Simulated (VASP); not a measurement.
Set up this calculation in VASP 6.6.1, as the native input.

* Task: single point
* Functional: RPBE
* Dispersion: D4
* Potentials or basis: VASP PAW PBE potentials, release 64 (Sn_d, O)
* Cutoff: 520 eV
* k mesh: 6 × 6 × 8
* Occupations: fermi-dirac, width 0.05 eV
* Spin: no spin polarisation
* Dipole correction: no
* Further INCAR settings: ALGO = Fast; EDIFF = 1e-06; NBANDS = 35

The structure of SnO2 (Cassiterite) lies in POSCAR:

```
SnO2
1.0
    4.6412789831      0.0000000000      0.0000000000
    0.0000000000      4.6412789831      0.0000000000
    0.0000000000      0.0000000000      3.1214511354
Sn O
2 4
Direct
    0.5000000000      0.5000000000      0.5000000000
    0.0000000000      0.0000000000      0.0000000000
    0.8071000000      0.1929000000      0.5000000000
    0.6929000000      0.6929000000      0.0000000000
    0.1929000000      0.8071000000      0.5000000000
    0.3071000000      0.3071000000      0.0000000000
```

These files were run (other wordings do the same):

INCAR

```
SYSTEM = SnO2
ALGO = Fast ; EDIFF = 1E-6
ENCUT = 520 ; GGA = RP
ISIF = 2 ; ISMEAR = -1
IVDW = 13 ; LASPH = .TRUE.
LCHARG = .TRUE. ; LELF = .TRUE.
LREAL = .FALSE. ; LVHAR = .TRUE.
LWAVE = .FALSE. ; NBANDS = 35
NELM = 100 ; PREC = Accurate
SIGMA = 0.05
```

KPOINTS

```
k-points
0
G
  6 6 8
  0 0 0
```

Potentials or basis: VASP PAW PBE potentials, release 64 (Sn_d, O).

Command:

```bash
$ cat potpaw_PBE.64/Sn_d/POTCAR potpaw_PBE.64/O/POTCAR > POTCAR
$ mpirun -np 1 vasp_std > vasp.out
```

It gave:

```yaml
Pressure: 23.8 GPa
Largest_force: 0.631 eV/Å
Band_gap_on_the_k_mesh: 2.11 eV, direct
Dispersion_energy_per_atom: -0.594 eV
```

Caveat: so large a pressure means that the cell lies far from this level's equilibrium, or that cutoff or potentials fall short; the potentials were made for another functional, which shifts forces and pressure; spin-orbit coupling is left out, which moves the levels of the heavy elements.

Run time: 92 s on 1 thread of Intel(R) Xeon(R) Platinum 8488C (Sapphire Rapids), with other jobs on the host, peak memory 0.23 GiB.
